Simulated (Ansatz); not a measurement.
## ZrSe2 in the CdI2-type structure

Level of theory: DFT, PBE, scalar-relativistic, no spin polarisation; plane waves to 420 eV with PAW datasets (Ansatz 0.2.0), 10×10×6 k-mesh, Gaussian smearing of 0.05 eV; PAW files: Ansatz's generated set soft_2.

```cif
data_structure
_symmetry_space_group_name_H-M 'P-3m1'
_symmetry_Int_Tables_number 164
_cell_length_a 3.7989
_cell_length_b 3.7989
_cell_length_c 6.8214
_cell_angle_alpha 90.000
_cell_angle_beta 90.000
_cell_angle_gamma 120.000
_cell_volume 85.25
loop_
_atom_site_label
_atom_site_type_symbol
_atom_site_symmetry_multiplicity
_atom_site_Wyckoff_symbol
_atom_site_fract_x
_atom_site_fract_y
_atom_site_fract_z
_atom_site_occupancy
Zr1 Zr 1 a 0.00000 0.00000 0.00000 1
Se1 Se 2 d 0.33333 0.66667 0.23203 1
```

The compound is reported in the structure type of the start.

The cell above was scaled in volume, and shape and atoms were relaxed at each volume within its symmetry. Energies are counted from the cell above.

Cell and atoms are those of this level's equilibrium.

```
V (Å³/atom)  ΔE (meV/atom)  P (GPa)  gap on the mesh (eV)
      26.86            2.0     0.49                  0.32
      27.28            1.0     0.29                  0.35
      27.85            0.3     0.14                  0.38
      28.42            0.0     0.01                  0.41
      28.99            0.0    -0.02                  0.42
      29.55            0.2    -0.06                  0.44
      30.41              ?        ?                     ?
      31.26            1.0    -0.08                  0.47
```

**Question.** Fill in the withheld row.

**Answer.** ΔE (meV/atom): 0.6, P (GPa): -0.08, gap on the mesh (eV): 0.46.

**Question.** Can a bulk modulus be trusted from these points?

**Answer.** No. The energies are smooth (scatter 0.02 meV/atom), but the fit's B0′ of 21.8 is out of the usual range: the curve is too flat or too lopsided over this range, as for soft or weakly bound crystals, and a third-order form can't fix it.

The fit puts its minimum at 28.72 Å³/atom, 1.1 % over the cell above, so zero pressure fixes the volume only loosely here.

The structure is built of weakly bound layers, and this functional has no dispersion term, so their spacing and all that hangs on it (volume, the soft elastic constants, low modes, dielectric constants) are poorly given.
